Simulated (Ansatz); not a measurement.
# What strain does to Sb (puckered monolayer)

Sb as a puckered monolayer, relaxed with r2SCAN in Ansatz 0.2.0. The sheet's in-plane cell has a = 5.129 Å, b = 4.240 Å (γ = 90.0°), and its outermost atoms lie 2.78 Å apart along the normal. Around Sb lie 3 Sb at 2.84–2.88 Å.

The axes x, y and z are those of this cell:
```yaml
crystal:
  lattice:
    - [5.12942, 0.00000, 0.00000]
    - [0.00000, 4.24008, 0.00000]
    - [0.00000, 0.00000, 29.02170]
  atoms:
    - { symbol: Sb, position: [0.05942, 0.00000, 0.37522] }
    - { symbol: Sb, position: [0.44058, 0.50000, 0.37522] }
    - { symbol: Sb, position: [0.55942, 0.50000, 0.27947] }
    - { symbol: Sb, position: [0.94058, 0.00000, 0.27947] }
```
Periodic in the plane only; c spans the vacuum.

Unstrained: PBE gives an indirect gap of 0.363 eV, from Γ–X (0.76 of the way from Γ) to Γ; the least direct gap is 0.385 eV at Γ–X (0.76 of the way from Γ). The lowest empty level at Γ–X (0.76 of the way from Γ) lies only 22 meV higher, so the place of the conduction bottom isn't settled. The r2SCAN gap is indirect, 0.527 eV (Γ–X (0.76 of the way from Γ) to Γ), below the direct gap of 0.650 eV at Γ–X (0.76 of the way from Γ). Meshes: PBE 6×6×1, r2SCAN 6×6×1. Strains are changes of length per length. After each strain the atoms were relaxed again with r2SCAN within the symmetry that the strain leaves, so tilts or polar shifts that break it weren't tested; points keep the names that they have in the unstrained zone. These are computed values for a spin-unpolarised cell that may be hypothetical; none is a measurement.

Changes of the least gap in eV (an overlap counts as a negative gap):

| strain | area change (%) | space group | PBE | r2SCAN | energy rise, r2SCAN (meV/atom) |
| --- | --- | --- | --- | --- | --- |
| uniaxial +1.5 % along x | +1.5 | – | +0.115 | +0.139 | 0.4 |
| uniaxial -3.0 % along y | -3.0 | – | -0.178 | -0.187 | 8.8 |
| in-plane biaxial -0.5 % | -1.0 | – | -0.057 | -0.061 | 0.6 |
| in-plane biaxial +2.5 % | +5.1 | – | +0.014 | +0.099 | 9.7 |

Uniaxial +1.5 % along x, other directions held. PBE: the gap goes from 0.363 to 0.478 eV (+0.115 eV); least and direct gap lie within 0.04 eV, so its kind isn't settled. r2SCAN: the gap goes from 0.527 to 0.666 eV (+0.139 eV). Stress change with r2SCAN, compression positive: xx -0.24, yy -0.28 N/m.

Uniaxial -3.0 % along y, other directions held. r2SCAN: the gap goes from 0.527 to 0.340 eV (-0.187 eV); the edges go from Γ–X (0.76) → Γ to Γ–X (0.78) → Γ. Stress change with r2SCAN, compression positive: xx +0.57, yy +1.70 N/m.

In-plane biaxial -0.5 %. r2SCAN: the gap goes from 0.527 to 0.466 eV (-0.061 eV). Stress change with r2SCAN, compression positive: xx +0.12, yy +0.34 N/m. For r2SCAN, dE_g/d ln A = 6.1 eV over this step.

In-plane biaxial +2.5 %. r2SCAN: the gap goes from 0.527 to 0.626 eV (+0.099 eV); the edges go from Γ–X (0.76) → Γ to Γ–X (0.73) → Γ–X (0.74). Stress change with r2SCAN, compression positive: xx -0.70, yy -1.56 N/m.

Spin-orbit coupling is left out, which matters wherever the heavy atoms make up the band edges.

Where an edge lies off the special points, it is a point of the mesh or the k point where a search put PBE's edge or least direct gap, reused for the other functionals, whose own edges may lie a little apart.

For some runs the program warns that the potential is rough where the density is thin, which bears on empty states near the vacuum.
